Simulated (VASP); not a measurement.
**As: phonon dispersion with PBE**

Crystal: As.

```xyz
16
Lattice="3.7616 2.1718 7.0281 -3.7616 2.1718 7.0281 0.0000 -4.3435 7.0281" Properties=species:S:1:pos:R:3 pbc="T T T"
As    0.0000    0.0000    2.3825
As    0.0000   -2.1718    5.8966
As   -1.8808    1.0859    5.8966
As   -1.8808   -1.0859    9.4107
As    1.8808    1.0859    5.8966
As    1.8808   -1.0859    9.4107
As    0.0000    2.1718    9.4107
As    0.0000    0.0000   12.9247
As    0.0000    0.0000    8.1597
As    0.0000   -2.1718   11.6737
As   -1.8808    1.0859   11.6737
As   -1.8808   -1.0859   15.1878
As    1.8808    1.0859   11.6737
As    1.8808   -1.0859   15.1878
As    0.0000    2.1718   15.1878
As    0.0000    0.0000   18.7018
```

```yaml
Program: VASP 6.6.1
Task: phonon dispersion
Functional: PBE
Potentials_or_basis: VASP PAW PBE potentials, release 64 (As)
Cutoff: 520 eV
k_mesh: 3 × 3 × 3
Occupations: gaussian, width 0.02 eV
Spin: no spin polarisation
Long-range_dipole_term: no
Supercell_matrix: "[2, 0, 0, 0, 2, 0, 0, 0, 2]"
Further_INCAR_settings: LREAL = Auto; ALGO = Fast; EDIFF = 1e-07; IBRION = 6; POTIM = 0.015; NSW = 1
```

```yaml
Highest_phonon_frequency: 262 cm⁻¹
```

Phonon frequencies in cm⁻¹ (negative: imaginary):
```csv
q point,frequencies
"(0.000, 0.000, 0.000)",0 0 0 197 197 262
"(0.429, 0.000, 0.000)",88 92 126 218 219 243
"(0.500, 0.132, -0.132)",89 96 125 216 217 222
"(0.693, 0.500, 0.307)",66 83 104 211 222 229
"(0.500, 0.500, 0.500)",66 66 76 235 235 256
"(0.071, 0.071, 0.071)",13 13 16 199 199 262
"(0.209, 0.000, -0.209)",58 103 112 211 221 231
"(0.596, 0.404, 0.000)",74 93 113 202 208 221
"(0.500, 0.500, 0.000)",70 77 107 190 204 228
"(0.616, 0.616, 0.197)",69 80 111 200 208 232
"(0.558, 0.558, 0.384)",62 72 85 226 231 246
"(0.577, 0.104, 0.104)",91 100 117 217 218 242
```

Phonon frequencies at the corners of the path (cm⁻¹, interpolated; i marks imaginary ones):
| point | frequencies |
| --- | --- |
| Γ | 0 0 0 197 197 262 |
| L | 95 103 116 219 220 244 |
| B1 | 73 101 112 209 213 219 |
| B | 73 101 112 209 213 219 |
| Z | 66 66 76 235 235 256 |
| X | 77 98 121 210 212 217 |
| Q | 77 98 121 210 212 217 |
| F | 70 77 107 190 204 228 |
| P1 | 69 81 113 203 209 233 |
| P | 69 81 113 203 209 233 |

It took 15 min on 1 thread of AMD EPYC 9R45 (Zen 5), on a shared host, peak memory 0.6 GiB.

Caveat: some modes are imaginary.
